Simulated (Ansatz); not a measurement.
Space group R-3m:H (No. 166). a = 4.798 Å, b = 4.798 Å, c = 9.585 Å, α = 90.00°, β = 90.00°, γ = 120.00°
| atom | site | symmetry | x | y | z |
| --- | --- | --- | --- | --- | --- |
| Bi | 3b | -3m | 0.3333 | 0.6667 | 0.1667 |
| Te | 3a | -3m | 0.0000 | 0.0000 | 0.0000 |

Equation of state of this BiTe structure (not necessarily the ground state), with shape and atoms relaxed at each volume where symmetry leaves them free. It has no gap at any of these volumes. These are results of DFT PBEsol, scalar-relativistic, plane waves, PAW (Ansatz), not measurements.

Plane waves to 420 eV, a k mesh through Γ of 12×12×12 on the computed 2-atom cell and Gaussian smearing (0.10 eV); no spin polarisation.

```
V (Å³/atom) E − E(largest V) (meV/atom) P (GPa)
     29.945                         1.44     3.06
     30.901                       -11.83     1.43
     31.856                       -15.91     0.00
     32.812                       -11.72    -1.34
     33.768                         0.00    -2.49
```

Question: Fit a third-order Birch–Murnaghan equation to E(V).

Answer: V0 = 31.83 Å³/atom, B0 = 46 GPa, B0' = 2.3.

Spin-orbit coupling is left out, which matters for the bands of heavy elements.